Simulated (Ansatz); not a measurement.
In KBr (rock salt type) the K atom of the primitive cell, with all its periodic images, is moved by 0.06 Å along [111].

```
K Br
1.0
     0.00000    3.35000    3.35000
     3.35000    0.00000    3.35000
     3.35000    3.35000    0.00000
K Br
1 1
Direct
  0.00517 0.00517 0.00517
  0.50000 0.50000 0.50000
```

These are results of PBE0, plane waves, all-electron PAW datasets generated for the crystal, point nucleus in Ansatz, not measurements.

Cutoff 220 eV; exchange singularity: regularized; k-mesh 4×4×4 Γ-centred; Fermi–Dirac smearing of 0.05 eV; no spin polarisation.

Problem. What force results?

Solution. The force on it along the displacement is -0.0584 eV/Å, a force constant of 0.97 eV/Å².

```csv
atom,Fx (eV/Å),Fy (eV/Å),Fz (eV/Å)
K1,-0.0337,-0.0337,-0.0337
Br2,0.0337,0.0337,0.0337
```
